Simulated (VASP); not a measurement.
# MgB2 (P6/mmm) in VASP: further runs, part 2 of 2

VASP 6.6.1. The steps go on from the part before.

## Step 3: Electron localisation function, PBE

Contents of INCAR:

```
PREC     = Accurate       # precision mode
ENCUT    = 520            # plane-wave cutoff, eV
EDIFF    = 1E-6           # SCF threshold, eV
ISMEAR   = 0              # smearing method
SIGMA    = 0.02           # smearing width, eV
LREAL    = False          # projectors in reciprocal space
LASPH    = True           # aspherical terms in the spheres
NELM     = 80             # most SCF steps
ALGO     = Normal         # electronic algorithm
ISIF     = 2              # what is computed and relaxed
LWAVE    = False          # write WAVECAR
LCHARG   = True           # write CHGCAR
GGA      = PE             # functional
LELF     = True           # ELF
```

Contents of KPOINTS:

```
regular mesh
0
Gamma
  10 10 8
```

Contents of POSCAR:

```
MgB2
1.0
    3.0850000000      0.0000000000      0.0000000000
   -1.5425000000      2.6716883707      0.0000000000
    0.0000000000      0.0000000000      3.5230000000
Mg B
1 2
Direct
    0.0000000000      0.0000000000      0.0000000000
    0.6666666667      0.3333333333      0.5000000000
    0.3333333333      0.6666666667      0.5000000000
```

Potentials or basis: VASP PAW PBE potentials, release 64 (Mg, B).

Started as:

```bash
$ cat potpaw_PBE.64/Mg/POTCAR potpaw_PBE.64/B/POTCAR > POTCAR
$ mpirun -np 1 vasp_std > vasp.out
```

OUTCAR:

```text
PREC = Accurate
   ENCUT = 520
   EDIFF = 1E-6
   ISMEAR = 0
   LREAL = False
   LASPH = True
   NELM = 80
   ISIF = 2
   GGA = PE

 ion  position               nearest neighbor table
   1  0.000  0.000  0.000-   2 2.51   3 2.51   2 2.51   3 2.51   2 2.51   2 2.51   3 2.51   3 2.51
                             2 2.51   2 2.51   3 2.51   3 2.51
   2  0.667  0.333  0.500-   3 1.78   3 1.78   3 1.78   1 2.51   1 2.51   1 2.51   1 2.51   1 2.51
                             1 2.51
   3  0.333  0.667  0.500-   2 1.78   2 1.78   2 1.78   1 2.51   1 2.51   1 2.51   1 2.51   1 2.51
                             1 2.51

  LATTYP: Found a hexagonal cell.
 ALAT       =     3.0850000000
 C/A-ratio  =     1.1419773096

  Lattice vectors:

 A1 = (   3.0850000000,   0.0000000000,   0.0000000000)
 A2 = (  -1.5425000000,   2.6716883707,   0.0000000000)
 A3 = (   0.0000000000,   0.0000000000,   3.5230000000)

Analysis of symmetry for initial positions (statically):
=====================================================================
 Subroutine PRICEL returns:
 Original cell was already a primitive cell.

 Routine SETGRP: Setting up the symmetry group for a
 hexagonal supercell.

 Subroutine GETGRP returns: Found 24 space group operations
 (whereof 24 operations were pure point group operations)
 out of a pool of 24 trial point group operations.

The static configuration has the point symmetry D_6h.

Analysis of symmetry for dynamics (positions and initial velocities):
=====================================================================
 Subroutine PRICEL returns:
 Original cell was already a primitive cell.

 Routine SETGRP: Setting up the symmetry group for a
 hexagonal supercell.

 Subroutine GETGRP returns: Found 24 space group operations
 (whereof 24 operations were pure point group operations)
 out of a pool of 24 trial point group operations.

The dynamic configuration has the point symmetry D_6h.

 Subroutine INISYM returns: Found 24 space group operations
 (whereof 24 operations are pure point group operations),
 and found     1 'primitive' translations

----------------------------------------------------------------------------------------

                                     Primitive cell

  volume of cell :      29.0371

  direct lattice vectors                    reciprocal lattice vectors
     3.085000000  0.000000000  0.000000000     0.324149109  0.187147575  0.000000000
    -1.542500000  2.671688371  0.000000000     0.000000000  0.374295150  0.000000000
     0.000000000  0.000000000  3.523000000     0.000000000  0.000000000  0.283848992

  length of vectors
     3.085000000  3.085000000  3.523000000     0.374295150  0.374295150  0.283848992

  position of ions in fractional coordinates (direct lattice)
     0.000000000  0.000000000  0.000000000
     0.666666667  0.333333333  0.500000000
     0.333333333  0.666666667  0.500000000

  ion indices of the primitive-cell ions
   primitive index   ion index
                 1           1
                 2           2
                 3           3

----------------------------------------------------------------------------------------

 KPOINTS: regular mesh

Automatic generation of k-mesh.
 Grid dimensions read from file:
 generate k-points for:   10   10    8

 Generating k-lattice:
[... 42 lines left out ...]
  0.400000  0.100000  0.125000     24.000000
 [... further k-points ...]
   k-points           NKPTS =     70   k-points in BZ     NKDIM =     70   number of bands    NBANDS=      8
   number of dos      NEDOS =    301   number of ions     NIONS =      3
   total plane-waves  NPLWV =  16128
   dimension x,y,z NGX =    24 NGY =   24 NGZ =   28
   dimension x,y,z NGXF=    48 NGYF=   48 NGZF=   56
   ions per type =               1   2
   NGX,Y,Z   is equivalent  to a cutoff of  12.93, 12.93, 13.21 a.u.
   NGXF,Y,Z  is equivalent  to a cutoff of  25.87, 25.87, 26.43 a.u.
 SYSTEM =  unknown system
   PREC   = accura    normal or accurate (medium, high low for compatibility)
   ISTART =      0    job   : 0-new  1-cont  2-samecut
   ICHARG =      2    charge: 1-file 2-atom 10-const
   ISPIN  =      1    spin polarized calculation?
   LNONCOLLINEAR =      F non collinear calculations
   LSORBIT =      F    spin-orbit coupling
   LASPH  =      T    aspherical Exc in radial PAW
   ENCUT  =  520.0 eV  38.22 Ry    6.18 a.u.   5.74  5.74  6.55*2*pi/ulx,y,z
   NELM   =     80;   NELMIN=  2; NELMDL= -5     # of ELM steps
   EDIFF  = 0.1E-05   stopping-criterion for ELM
   LREAL  =      F    real-space projection
   EDIFFG = 0.1E-04   stopping-criterion for IOM
   NSW    =      0    number of steps for IOM
   IBRION =     -1    ionic relax: 0-MD 1-quasi-New 2-CG
   NFREE  =      0    steps in history (QN), initial steepest desc. (CG)
   ISIF   =      2    stress and relaxation
   ISYM   =      2    0-nonsym 1-usesym 2-fastsym
   POTIM  = 0.5000    time-step for ionic-motion
   TEBEG  =    0.0;   TEEND  =   0.0 temperature during run
   PSTRESS=    0.0 pullay stress
   NELECT =       8.0000    total number of electrons
   NUPDOWN=      -1.0000    fix difference up-down
   EMIN   =  10.00;   EMAX   =-10.00  energy-range for DOS
   EFERMI =   0.00;   METHOD = LEGACY
   ISMEAR =     0;   SIGMA  =   0.02  broadening in eV -4-tet -1-fermi 0-gaus
   EFERMI_NEDOS =   21; number of points for ismear=-14 and -15
   IALGO  =     38    algorithm
   IMIX   =      4    mixing-type and parameters
     AMIX     =   0.40;   BMIX     =  1.00
     AMIX_MAG =   1.60;   BMIX_MAG =  1.00
  volume/ion in A,a.u.               =       9.68        65.32
  Fermi-wavevector in a.u.,A,eV,Ry     =   1.065255  2.013040 15.439462  1.134768
  Thomas-Fermi vector in A             =   2.200801
   LORBIT       =      0    0 simple, 1 ext, 2 COOP (PROOUT), +10 PAW based schemes
   GGA     = PE    functional components
   LHFCALC =     F    Hartree Fock is set to
   AEXX    =    0.0000 exact exchange contribution
   IVDW    =     0    specifies the selected vdW correction
   LEPSILON=     F    determine dielectric tensor
   LRPA    =     F    only Hartree local field effects (RPA)
 non-spin polarized calculation
 Gauss-broadening in eV      SIGMA  =   0.02
  energy-cutoff  :      520.00
  volume of cell :       29.04
 maximum number of plane-waves:       806
 NGX is ok and might be reduce to    24
   NGX = 11   NGY = 11   NGZ = 13

 number of electron       8.0000000 magnetization

 Free energy of the ion-electron system (eV)
  ---------------------------------------------------
  ext. energy  EPLUGINS =         0.00000000
  ---------------------------------------------------
  free energy    TOTEN  =       -15.32047674 eV

  energy without entropy =      -15.32026419  energy(sigma->0) =      -15.32037046

 E-fermi :   5.3033     XC(G=0): -10.9099

 val. band max:        5.2943655253   @ k =   0.1000   0.0000   0.1250
 cond. band min:       5.3215309319   @ k =   0.3000   0.2000   0.0000
 fundamental gap:      0.0271654066
 Fermi energy:         5.3032588620

 k-point     1 :       0.0000    0.0000    0.0000
  band No.  band energies     occupation
      1      -7.1429      2.00000
      2       2.3330      2.00000
      3       5.6389      0.00000
      4       5.6389      0.00000
      5       6.9124      0.00000
      6      11.5743      0.00000
      7      11.5743      0.00000
      8      13.3403      0.00000
[... 243 lines left out ...]
 k-point    24 :       0.4000    0.1000    0.1250
  band No.  band energies     occupation
      1      -3.5325      2.00000
      2      -1.7707      2.00000
      3       2.4558      2.00000
      4       4.5988      2.00000
      5       7.4751      0.00000
      6      10.4693      0.00000
      7      11.5891      0.00000
      8      13.5017      0.00000

 [... further k-points ...]

------------------------ aborting loop because EDIFF is reached ----------------------------------------

  FORCE on cell =-STRESS in cart. coord.  units (eV):
  Direction    XX          YY          ZZ          XY          YZ          ZX
  --------------------------------------------------------------------------------------
  -------------------------------------------------------------------------------------
  Total       -0.1459705     -0.1459705     -0.3182149      0.0000000      0.0000000      0.0000000
  in kB       -8.0541949     -8.0541949    -17.5581003      0.0000000      0.0000000      0.0000000
  external PRESSURE =     -11.2221633 kB  Pullay stress =       0.0000000 kB

 VOLUME and BASIS-vectors are now :
 -----------------------------------------------------------------------------
  energy-cutoff  :      520.00
  volume of cell :       29.04
      direct lattice vectors                 reciprocal lattice vectors
     3.085000000  0.000000000  0.000000000     0.324149109  0.187147575  0.000000000
    -1.542500000  2.671688371  0.000000000     0.000000000  0.374295150  0.000000000
     0.000000000  0.000000000  3.523000000     0.000000000  0.000000000  0.283848992

 POSITION                                       TOTAL-FORCE (eV/Angst)
 -----------------------------------------------------------------------------------
      0.00000      0.00000      0.00000         0.000000      0.000000      0.000000
      1.54250      0.89056      1.76150         0.000000      0.000000      0.000000
     -0.00000      1.78113      1.76150        -0.000000     -0.000000     -0.000000
 -----------------------------------------------------------------------------------
    total drift:                                0.000000     -0.000000      0.000000

  FREE ENERGIE OF THE ION-ELECTRON SYSTEM (eV)
  ---------------------------------------------------
  free  energy   TOTEN  =       -15.3204767392 eV

  energy  without entropy=      -15.3202641891  energy(sigma->0) =      -15.32037046
```

It took 6.4 s on 1 thread of Intel Xeon 6975P-C (Granite Rapids), shared host; peak memory 0.15 GiB.

Results:

| Property | Result |
| --- | --- |
| Free energy | -15.3205 eV |
| Pressure | -1.1 GPa |
| Band gap on the k mesh | none (metal or under the smearing width) |

Stress tensor (GPa, compression positive):
```
-0.81  0.00  0.00
 0.00 -0.81  0.00
 0.00  0.00 -1.76
```

## Step 4: Single point, PBE

Contents of INCAR:

```
SYSTEM = MgB2
  PREC = Accurate
  ENCUT = 500
  EDIFF = 1E-6
  ISMEAR = 0
  SIGMA = 0.02
  LREAL = .False.
  LASPH = .True.
  NELM = 80
  ALGO = Normal
  ISIF = 2
  LWAVE = .False.
  LCHARG = .False.
  GGA = PE
  NBANDS = 11
```

Contents of KPOINTS:

```
regular mesh
0
Gamma
  4 4 3
  0 0 0
```

POSCAR is that of step 3.

Potentials or basis: VASP PAW PBE potentials, release 64 (Mg_GW, B_GW).

Started as:

```bash
$ cat potpaw_PBE.64/Mg_GW/POTCAR potpaw_PBE.64/B_GW/POTCAR > POTCAR
$ mpirun -np 1 vasp_std > vasp.out
```

Run time: 2.2 s. Hardware: 1 thread of Intel Xeon 6975P-C (Granite Rapids), shared host; peak memory 0.13 GiB.

The run converged. Its results:

| Property | Result |
| --- | --- |
| Free energy | -15.2002 eV |
| Pressure | -1.8 GPa |
| Band gap on the k mesh | none (metal or under the smearing width) |

Stress tensor (GPa, compression positive):
```
-6.86  0.00  0.00
 0.00 -6.86  0.00
 0.00  0.00  8.42
```

Levels at points of the mesh, in eV from the Fermi level:
```csv
k point,band 1,band 2,band 3,band 4,band 5,band 6,band 7,band 8,band 9
"(0.00, 0.00, 0.00)",-12.70,-3.21,0.06,0.06,1.40,6.00,6.00,7.80,9.65
"(0.50, 0.00, 0.00)",-8.82,-8.11,-2.47,-0.06,2.80,3.60,5.07,6.82,12.26
```

Caveat: the k mesh is coarse (spacing up to 0.59 Å⁻¹), so the values aren't converged.

## Step 5: Atomic charges, LDA

Contents of INCAR:

```
PREC = Accurate ; ENCUT = 520
EDIFF = 1E-7 ; ISMEAR = 0
SIGMA = 0.02 ; LREAL = False
LASPH = True ; NELM = 80
ALGO = Normal ; ISIF = 2
LWAVE = False ; LCHARG = True
LORBIT = 11 ; LELF = True
LVHAR = True
```

Contents of KPOINTS:

```
Automatic mesh
0
Gamma
  10 10 8
```

POSCAR is that of step 4.

Potentials or basis: VASP PAW LDA potentials, release 64 (Mg, B).

Started as:

```bash
$ cat potpaw_LDA.64/Mg/POTCAR potpaw_LDA.64/B/POTCAR > POTCAR
$ mpirun -np 1 vasp_std > vasp.out
```

OUTCAR:

```text
PREC = Accurate
   ENCUT = 520
   EDIFF = 1E-7
   ISMEAR = 0
   LREAL = False
   LASPH = True
   NELM = 80
   ISIF = 2
   LORBIT = 11

 ion  position               nearest neighbor table
   1  0.000  0.000  0.000-   2 2.51   3 2.51   2 2.51   3 2.51   2 2.51   2 2.51   3 2.51   3 2.51
                             2 2.51   2 2.51   3 2.51   3 2.51
   2  0.667  0.333  0.500-   3 1.78   3 1.78   3 1.78   1 2.51   1 2.51   1 2.51   1 2.51   1 2.51
                             1 2.51
   3  0.333  0.667  0.500-   2 1.78   2 1.78   2 1.78   1 2.51   1 2.51   1 2.51   1 2.51   1 2.51
                             1 2.51

  LATTYP: Found a hexagonal cell.
 ALAT       =     3.0850000000
 C/A-ratio  =     1.1419773096

  Lattice vectors:

 A1 = (   3.0850000000,   0.0000000000,   0.0000000000)
 A2 = (  -1.5425000000,   2.6716883707,   0.0000000000)
 A3 = (   0.0000000000,   0.0000000000,   3.5230000000)

Analysis of symmetry for initial positions (statically):
=====================================================================
 Subroutine PRICEL returns:
 Original cell was already a primitive cell.

[... 435 lines left out ...]
      1      -3.4596      2.00000
      2      -1.7372      2.00000
      3       2.4285      2.00000
      4       4.5567      2.00000
      5       7.4059      0.00000
      6      10.4354      0.00000
      7      11.5072      0.00000
      8      13.3308      0.00000

 [... further k-points ...]

------------------------ aborting loop because EDIFF is reached ----------------------------------------

  FORCE on cell =-STRESS in cart. coord.  units (eV):
  Direction    XX          YY          ZZ          XY          YZ          ZX
  --------------------------------------------------------------------------------------
  -------------------------------------------------------------------------------------
  Total       -1.4415584     -1.4415584     -1.4780278      0.0000000     -0.0000000      0.0000000
  in kB      -79.5406648    -79.5406648    -81.5529310      0.0000000     -0.0000000      0.0000000
  external PRESSURE =     -80.2114202 kB  Pullay stress =       0.0000000 kB

 VOLUME and BASIS-vectors are now :
 -----------------------------------------------------------------------------
  energy-cutoff  :      520.00
  volume of cell :       29.04
      direct lattice vectors                 reciprocal lattice vectors
     3.085000000  0.000000000  0.000000000     0.324149109  0.187147575  0.000000000
    -1.542500000  2.671688371  0.000000000     0.000000000  0.374295150  0.000000000
     0.000000000  0.000000000  3.523000000     0.000000000  0.000000000  0.283848992

 POSITION                                       TOTAL-FORCE (eV/Angst)
 -----------------------------------------------------------------------------------
      0.00000      0.00000      0.00000        -0.000000      0.000000      0.000000
      1.54250      0.89056      1.76150        -0.000000      0.000000     -0.000000
     -0.00000      1.78113      1.76150         0.000000     -0.000000      0.000000
 -----------------------------------------------------------------------------------
    total drift:                                0.000000     -0.000000      0.000000

  FREE ENERGIE OF THE ION-ELECTRON SYSTEM (eV)
  ---------------------------------------------------
  free  energy   TOTEN  =       -17.2445794901 eV

  energy  without entropy=      -17.2443614935  energy(sigma->0) =      -17.24447049

 total charge

# of ion       s       p       d       tot
------------------------------------------
    1        0.165   0.183   0.057   0.404
    2        0.681   1.238   0.000   1.919
    3        0.681   1.238   0.000   1.919
--------------------------------------------------
tot          1.526   2.659   0.057   4.242
```

OSZICAR:

```text
N       E                     dE             d eps       ncg     rms          rms(c)
DAV:   1     0.274173180175E+01    0.27417E+01   -0.39597E+03  1192   0.844E+02
DAV:   2    -0.187953405429E+02   -0.21537E+02   -0.20559E+02  1664   0.107E+02
DAV:   3    -0.190873025094E+02   -0.29196E+00   -0.29196E+00  1376   0.149E+01
DAV:   4    -0.190877461969E+02   -0.44369E-03   -0.44369E-03  1792   0.563E-01
DAV:   5    -0.190877463744E+02   -0.17749E-06   -0.17746E-06  1384   0.889E-03    0.514E+00
DAV:   6    -0.175265101329E+02    0.15612E+01   -0.27120E+00  1208   0.891E+00    0.232E+00
DAV:   7    -0.172522955740E+02    0.27421E+00   -0.13546E+00  1384   0.618E+00    0.643E-01
DAV:   8    -0.172497747349E+02    0.25208E-02   -0.81866E-02  1200   0.194E+00    0.311E-01
DAV:   9    -0.172447095485E+02    0.50652E-02   -0.14311E-02  1208   0.652E-01    0.625E-02
DAV:  10    -0.172445867646E+02    0.12278E-03   -0.12066E-03  1600   0.217E-01    0.174E-02
DAV:  11    -0.172445794314E+02    0.73332E-05   -0.40788E-05  1240   0.463E-02    0.197E-03
DAV:  12    -0.172445794901E+02   -0.58630E-07   -0.88059E-07  1560   0.664E-03
   1 F= -.17244579E+02 E0= -.17244470E+02  d E =-.217997E-03
```

Run time: 15 s. Hardware: 1 thread of AMD EPYC 7R43 (Zen 3), shared host; peak memory 0.11 GiB.

What came out:

- Free energy: -17.2446 eV
- Pressure: -8.0 GPa
- Band gap on the k mesh: none (metal or under the smearing width)
- Valence electrons inside the program's atomic spheres: Mg 0.40; B 1.92

## Step 6: Electron localisation function, LDA

Contents of INCAR:

```
SYSTEM = MgB2
ALGO = Normal ; EDIFF = 1E-6
ENCUT = 520 ; GGA = CA
ISIF = 2 ; ISMEAR = 0
LASPH = .TRUE. ; LCHARG = .TRUE.
LELF = .TRUE. ; LREAL = .FALSE.
LWAVE = .FALSE. ; NELM = 80
PREC = Accurate ; SIGMA = 0.02
```

Contents of KPOINTS:

```
k-points
0
G
  10 10 8
  0 0 0
```

POSCAR is that of step 5.

Potentials or basis: VASP PAW LDA potentials, release 64 (Mg, B).

Started as:

```bash
$ cat potpaw_LDA.64/Mg/POTCAR potpaw_LDA.64/B/POTCAR > POTCAR
$ mpirun -np 1 vasp_std > vasp.out
```

It took 13 s on 1 thread of AMD EPYC 7R43 (Zen 3), shared host; peak memory 0.11 GiB.

Results (log left out):

```yaml
Free_energy: -17.2446 eV
Pressure: -8.0 GPa
Band_gap_on_the_k_mesh: none (metal or under the smearing width)
```

Stress tensor (GPa, compression positive):
```
-7.95  0.00  0.00
 0.00 -7.95  0.00
 0.00  0.00 -8.15
```

Levels at points of the mesh, in eV from the Fermi level:
| k point | band 1 | band 2 | band 3 | band 4 | band 5 | band 6 | band 7 | band 8 |
| --- | --- | --- | --- | --- | --- | --- | --- | --- |
| (0.00, 0.00, 0.00) | -12.32 | -2.96 | 0.33 | 0.33 | 1.60 | 6.24 | 6.24 | 8.18 |
| (0.50, 0.00, 0.00) | -8.43 | -7.79 | -2.19 | 0.18 | 3.02 | 3.87 | 5.26 | 6.94 |
| (0.00, 0.00, 0.50) | -11.01 | -7.47 | 0.71 | 0.71 | 6.58 | 6.58 | 7.85 | 9.94 |
| (0.50, 0.00, 0.50) | -7.43 | -6.87 | -3.60 | -1.89 | -1.37 | 5.74 | 8.54 | 8.77 |

## Step 7: The runs side by side

```csv
task,level,potentials or basis,k mesh,cutoff (eV),mesh quality,gap on the mesh (eV),pressure (GPa)
atomic charges,PBE,"VASP PAW PBE potentials, release 64 (Mg, B)",10 × 10 × 8,520,not flagged,none,-1.1
electron localisation function,PBE,"VASP PAW PBE potentials, release 64 (Mg, B)",10 × 10 × 8,520,not flagged,none,-1.1
single point,PBE,"VASP PAW PBE potentials, release 64 (Mg_GW, B_GW)",4 × 4 × 3,500,coarse,none,-1.8
atomic charges,LDA,"VASP PAW LDA potentials, release 64 (Mg, B)",10 × 10 × 8,520,not flagged,none,-8.0
electron localisation function,LDA,"VASP PAW LDA potentials, release 64 (Mg, B)",10 × 10 × 8,520,not flagged,none,-8.0
```

Alike in all rows: no spin polarisation; cell as given; smearing gaussian 0.02 eV.

Caveats: some runs use coarse meshes.

Absolute energies hang on the potentials; compare differences alone.
